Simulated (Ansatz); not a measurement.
# Ti: the cost of one run

Method: DFT r2SCAN, scalar-relativistic, plane waves, PAW, in Ansatz 0.2.0.

2 further runs of the same task are left out: 2 set aside as unsound or not needed.

## (1) Starting point

Symmetry: Im-3m, No. 229, cubic system. The conventional cell has a = 3.252 Å, b = 3.252 Å, c = 3.252 Å, α = 90.00°, β = 90.00°, γ = 90.00°. Ti (site symmetry m-3m) has 8 Ti at 2.82 Å as nearest neighbours.

Coordinates:

```xyz
1
Lattice="-1.6259 1.6259 1.6259 1.6259 -1.6259 1.6259 1.6259 1.6259 -1.6259" Properties=species:S:1:pos:R:3 pbc="T T T"
Ti    0.0000    0.0000    0.0000
```

It is the result of an earlier relaxation at this level (volume 17.19 Å³/atom; gap on the mesh: none (metal)).

## (2) Bulk reference on the slab's mesh

input.yaml reads:

```yaml
crystal:
  lattice:
    - [3.2517897444, 0.0, 0.0]
    - [0.0, 3.2517897444, 0.0]
    - [1.6258948722, -1.6258948722, 1.6258948722]
  atoms:
    - { symbol: Ti, position: [0.0, 0.0, 0.0] }
basis:
  ecutwfc: 500
kpoints:
  mp_grid: { grid: [11, 11, 21] }
hamiltonian:
  xc: r2scan
scf:
  occupations: { method: gaussian, width: 0.1 }
output:
  forces: true
  stress: true
  eigenvalues: true
  write_density: true
  write_potential: true
  elf: true
  volumetric_format: npy
```

Command:

```sh
$ ansatz run input.yaml --threads 1 --pin off --max-ram 2560MiB --backend cpu --events-out ev --progress --plain --runs-dir out
```

Q: Estimate wall time and peak memory on 1 thread of AMD EPYC 9R45 (Zen 5), shared host.

About 7.5 s, with a peak of 0.54 GiB.
